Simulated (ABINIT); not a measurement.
Ge: band structure with LDA

Ge:

```
Ge
1.0
     3.99759    0.00000    0.00000
    -1.99879    3.46201    0.00000
     0.00000    0.00000    6.59938
Ge
4
Cartesian
  0.0000 2.3080 6.1843
  1.9988 1.1540 2.8846
  0.0000 2.3080 3.7148
  1.9988 1.1540 0.4151
```

This isn't the form of Ge at room conditions, which is diamond.

```json
{
  "Program": "ABINIT 10.8.3 (patched build)",
  "Task": "band structure",
  "Functional": "LDA",
  "Potentials or basis": "JTH PAW LDA v2.0",
  "Cutoff": "599 eV",
  "k mesh": "8 × 8 × 4",
  "Occupations": "fermi-dirac, width 0.05 eV",
  "Spin": "no spin polarisation",
  "Fine-grid cutoff": "1197.3 eV"
}
```

| Item | Value |
| --- | --- |
| Pressure | -2.4 GPa |
| Band gap along the path | none (metal or under the smearing width) |
| Valence electrons inside the program's atomic spheres | Ge 12.39 (radii [1.2196] Å) |

Forces on the atoms (eV/Å):
```
Ge   0.000  0.000  0.003
Ge   0.000  0.000  0.003
Ge   0.000  0.000 -0.003
Ge   0.000  0.000 -0.003
```

Stress tensor (GPa, compression positive):
```
-2.29  0.00  0.00
 0.00 -2.29  0.00
 0.00  0.00 -2.59
```

Levels at the corners of the path, in eV from the Fermi level:
```csv
point,band 26,band 27,band 28,band 29,band 30,band 31
Γ,-0.18,-0.15,-0.09,0.18,0.18,2.31
M,-3.01,-2.76,-1.38,0.52,1.60,3.56
K,-3.41,-3.41,-3.14,1.48,4.52,4.52
Γ,-0.18,-0.15,-0.09,0.18,0.18,2.31
A,-0.79,-0.79,-0.79,0.62,0.62,3.42
L,-2.50,-2.35,-2.35,0.49,0.49,2.14
H,-4.24,-1.96,-1.96,1.23,1.23,4.13
A,-0.79,-0.79,-0.79,0.62,0.62,3.42
```

Run time: 5 min on 1 thread of Arm Neoverse V2, with other jobs on the host, peak memory 0.23 GiB.
